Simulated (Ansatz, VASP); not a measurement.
# One calculation of SiC (Moissanite 3C), two programs

Contents of INCAR:

```
PREC     = Accurate       # precision mode
ENCUT    = 520            # plane-wave cutoff, eV
EDIFF    = 1E-6           # SCF threshold, eV
ISMEAR   = 0              # smearing method
SIGMA    = 0.011          # smearing width, eV
LREAL    = F              # projectors in reciprocal space
LASPH    = T              # aspherical terms in the spheres
NELM     = 60             # most SCF steps
ALGO     = Normal         # electronic algorithm
ISIF     = 2              # what is computed and relaxed
LWAVE    = F              # write WAVECAR
LCHARG   = F              # write CHGCAR
GGA      = PE             # functional
NBANDS   = 11             # bands
```

The input KPOINTS:

```
Automatic mesh
0
Gamma
  10 10 10
```

POSCAR

```
SiC
1.0
    0.0000000000      2.1790000000      2.1790000000
    2.1790000000      0.0000000000      2.1790000000
    2.1790000000      2.1790000000      0.0000000000
Si C
1 1
Direct
    0.0000000000      0.0000000000      0.0000000000
    0.7500000000      0.7500000000      0.7500000000
```

The input input.yaml:

```yaml
crystal:
  lattice:
    - [0.0, 2.179, 2.179]
    - [2.179, 0.0, 2.179]
    - [2.179, 2.179, 0.0]
  atoms:
    - { symbol: Si, position: [0.0, 0.0, 0.0] }
    - { symbol: C, position: [0.75, 0.75, 0.75] }
hamiltonian:
  xc: pbe
  pseudopotentials: { kind: paw }
kpoints:
  mp_grid: { grid: [10, 10, 10] }
scf:
  occupations: { method: gaussian, width: 0.011 }
output:
  forces: true
  stress: true
  eigenvalues: true
```

Alike in both runs: task single point; functional PBE; k mesh 10 × 10 × 10; occupations gaussian, width 0.011 eV; no spin polarisation.

|  | VASP | Ansatz |
| --- | --- | --- |
| version | VASP 6.6.1 | Ansatz 0.2.0 |
| potentials or method | VASP PAW PBE potentials, release 64 (Si, C) | Ansatz PAW |
| plane-wave cutoff (eV) | 520 | 420 |
| valence electrons in the cell | 8 | 8 |

```csv
,VASP,Ansatz,Ansatz less VASP
gap on the k mesh at the Fermi level (eV),1.36,1.36,+0.003
least direct gap on the mesh (eV),4.54,4.55,+0.004
pressure (GPa),3.2,3.3,+0.06
```

A k mesh can miss the band edges. As with any semilocal functional, this PBE gap is likely too small.
